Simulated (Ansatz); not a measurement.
# AlN: further runs on the relaxed cell

An exercise on one series of results from a longer session: the logs are not shown, and one member is left open.

Program: Ansatz 0.2.0. Level of theory: DFT PBE and PBEsol (the runs whose input is shown use PBEsol), scalar-relativistic, plane waves, PAW. These are calculated values, not measurements.

## The structure to begin with

It takes space group P6_3mc (No. 186, hexagonal). The conventional cell has a = 3.130 Å, b = 3.130 Å, c = 5.018 Å, α = 90.00°, β = 90.00°, γ = 120.00°. Around Al (site symmetry 3m) lie 4 N at 1.90 to 1.91 Å. N (site symmetry 3m) is surrounded by 4 Al at 1.90 to 1.91 Å.

As a file:

```cif
data_structure
_symmetry_space_group_name_H-M 'P6_3mc'
_symmetry_Int_Tables_number 186
_cell_length_a 3.1302
_cell_length_b 3.1302
_cell_length_c 5.0181
_cell_angle_alpha 90.000
_cell_angle_beta 90.000
_cell_angle_gamma 120.000
_cell_volume 42.58
loop_
_atom_site_label
_atom_site_type_symbol
_atom_site_symmetry_multiplicity
_atom_site_Wyckoff_symbol
_atom_site_fract_x
_atom_site_fract_y
_atom_site_fract_z
_atom_site_occupancy
Al1 Al 2 b 0.33333 0.66667 0.00023 1
N1 N 2 b 0.33333 0.66667 0.38177 1
```

It is the result of an earlier relaxation at this level (volume 10.65 Å³/atom; gap on the mesh: 4.03 eV).

The first run:

The input, input.yaml:

```yaml
crystal:
  lattice:
    - [3.1302279165, 0.0, 0.0]
    - [-1.5651139583, 2.7108568953, 0.0]
    - [0.0, 0.0, 5.0181059732]
  atoms:
    - { symbol: Al, position: [0.3333333333, 0.6666666667, 0.0002300922] }
    - { symbol: Al, position: [0.6666666667, 0.3333333333, 0.5002300922] }
    - { symbol: "N", position: [0.3333333333, 0.6666666667, 0.3817699078] }
    - { symbol: "N", position: [0.6666666667, 0.3333333333, 0.8817699078] }
basis:
  ecutwfc: 420
kpoints:
  mp_grid: { grid: [9, 9, 6] }
hamiltonian:
  xc: pbesol
scf:
  occupations: { method: gaussian, width: 0.02 }
output:
  forces: true
  stress: true
  eigenvalues: true
relax:
  adjacent_minimum: "off"
  f_tol: 0.005
  max_steps: 50
  cell: { stress_tol: 0.05 }
```

Started as:

```sh
$ ansatz run input.yaml --threads 1 --pin off --max-ram 2560MiB --backend cpu --events-out ev --progress --plain --runs-dir out
```

Among the steps run: Relaxing with PBEsol; The cell under PBE+D3(BJ); The cell under LDA; The cell under r2SCAN.

One table of the session follows, with a row left open; its other results are not shown here.

| functional | a (Å) | b (Å) | c (Å) | volume (Å³/atom) | gap on the mesh (eV) |
| --- | --- | --- | --- | --- | --- |
| PBE | 3.130 | 3.130 | 5.018 | 10.65 | 4.03 |
| PBEsol | 3.114 | 3.114 | 4.984 | 10.46 | 4.09 |
| PBE+D3(BJ) | ? | ? | ? | ? | ? |
| LDA | 3.089 | 3.089 | 4.943 | 10.21 | 4.42 |
| r2SCAN | 3.107 | 3.107 | 4.979 | 10.40 | 4.88 |

Q: Estimate the row for PBE+D3(BJ) from the others.

**Answer.** a (Å): 3.109; b (Å): 3.109; c (Å): 4.979; volume (Å³/atom): 10.42; gap on the mesh (eV): 4.21. In the column «a (Å)» it lies between r2SCAN (3.107) and PBEsol (3.114).

The volumes rise in the order LDA, r2SCAN, PBE+D3(BJ), PBEsol, PBE, over 4.3 %. r2SCAN comes nearest to the reported cell (+0.6 %).
